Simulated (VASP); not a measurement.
Wanted: the native input for a VASP 6.6.1 run.

```
Task                   : single point
Functional             : PBE
Dispersion             : D3(BJ)
Potentials or basis    : VASP PAW PBE potentials, release 64 (Al)
Cutoff                 : 520 eV
k mesh                 : 3 × 3 × 3
Occupations            : gaussian, width 0.1 eV
Spin                   : no spin polarisation
Dipole correction      : no
Further INCAR settings : LREAL = Auto; ALGO = Fast; EDIFF = 1e-06; NBANDS = 42; ISYM = 0
```

The structure of Al lies in POSCAR:

```
Al
1.0
    4.2186830273      2.4356577814     -4.8668500000
   -0.0000000001     -4.8713155628     -4.8668500000
   -4.2186830272      2.4356577814     -4.8668500000
Al
18
Direct
    0.9722222222      0.3055555556      0.9722222222
    0.9722222222      0.9722222222      0.3055555556
    0.3055555556      0.3055555556      0.6388888889
    0.6388888889      0.3055555556      0.3055555556
    0.3055555556      0.9722222222      0.9722222222
    0.9722222222      0.6388888889      0.6388888889
    0.3055555556      0.6388888889      0.3055555556
    0.6388888889      0.9722222222      0.6388888889
    0.6388888889      0.6388888889      0.9722222222
    0.0277777778      0.3611111111      0.3611111111
    0.0277777778      0.0277777778      0.6944444444
    0.3611111111      0.3611111111      0.0277777778
    0.6944444444      0.3611111111      0.6944444444
    0.3611111111      0.0277777778      0.3611111111
    0.0277777778      0.6944444444      0.0277777778
    0.3611111111      0.6944444444      0.6944444444
    0.6944444444      0.0277777778      0.0277777778
    0.6944444444      0.6944444444      0.3611111111
```

This isn't the form of Al at room conditions, which is fcc.

The cell isn't the ideal one: the relaxed cell repeated 9 times, on the trajectory's mesh.

One way to write it, as run:

INCAR

```
PREC = Accurate
ENCUT = 520
EDIFF = 1E-6
ISMEAR = 0
SIGMA = 0.1
LREAL = Auto
LASPH = True
NELM = 100
ALGO = Fast
ISIF = 2
LWAVE = False
LCHARG = True
GGA = PE
IVDW = 12
LELF = True
LVHAR = True
ISYM = 0
NBANDS = 42
```

KPOINTS

```
Automatic mesh
0
Gamma
  3 3 3
```

Potentials or basis: VASP PAW PBE potentials, release 64 (Al).

Launch:

```console
$ cat potpaw_PBE.64/Al/POTCAR > POTCAR
$ mpirun -np 1 vasp_std > vasp.out
```

Results of the run:

```
Pressure                   : -2.8 GPa
Largest force              : 0.007 eV/Å
Band gap on the k mesh     : none (metal or under the smearing width)
Dispersion energy per atom : -0.333 eV
```

Caveat: pairwise dispersion overbinds metals, which lowers pressure and volume.

Wall time 4.5 min on 1 thread of Intel(R) Xeon(R) Platinum 8259CL CPU @ 2.50GHz (Skylake/Cascade Lake) (shared host), peak memory 0.41 GiB.
